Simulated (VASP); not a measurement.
Runs of VASP 6.6.1 on GaN. The structure is cubic, space group F-43m (No. 216). The conventional cell has a = 4.507 Å, b = 4.507 Å, c = 4.507 Å, α = 90.00°, β = 90.00°, γ = 90.00°. Around Ga (site symmetry -43m) lie 4 N at 1.95 Å. N (site symmetry -43m) is surrounded by 4 Ga at 1.95 Å. The cell is a database's computed one.

```tsv
level	cell	k mesh	exchange at q = 0	grid for exact exchange (PRECFOCK)	share of exact exchange	mesh quality	gap on the mesh (eV)	pressure (GPa)
RPBE	F-43m, 11.44 Å³/atom	10 × 10 × 10	-	-	-	not flagged	(b)	9.0
PBEsol-based global hybrid	F-43m, 11.44 Å³/atom	6 × 6 × 6	truncated	Normal	0.25	not flagged	3.64	-5.8
PBEsol-based global hybrid	F-43m, 11.21 Å³/atom	5 × 5 × 5	truncated	Normal	0.25	coarse	(a)	-1.9
PBE	F-43m, 12.13 Å³/atom	10 × 10 × 10	-	-	-	not flagged	1.35	-4.9
PBEsol-based global hybrid	F-43m, 11.9 Å³/atom	5 × 5 × 5	truncated	Normal	0.25	coarse	3.37	-12.5
PBEsol-based global hybrid	F-43m, 12.13 Å³/atom	5 × 5 × 5	truncated	Normal	0.25	coarse	3.22	(c)
```

Alike in all rows: task single point; potentials or basis VASP PAW PBE potentials, release 64 (Ga_d, N); no spin polarisation; cutoff (eV) 520; smearing fermi-dirac 0.05 eV.

Problem. Estimate the missing entries.

Solution. (a) 3.82; (b) 1.78; (c) -15.3.

Caveats: some runs use coarse meshes; the PAW data sets were made with another functional, which shifts forces and pressure a little (some runs); so large a pressure means that the cell lies far from this level's equilibrium, or that cutoff or potentials fall short (some runs); the potentials were made for another functional, which shifts forces and pressure (some runs).

A k mesh can miss the band edges, and the runs leave out spin-orbit coupling on Ga.
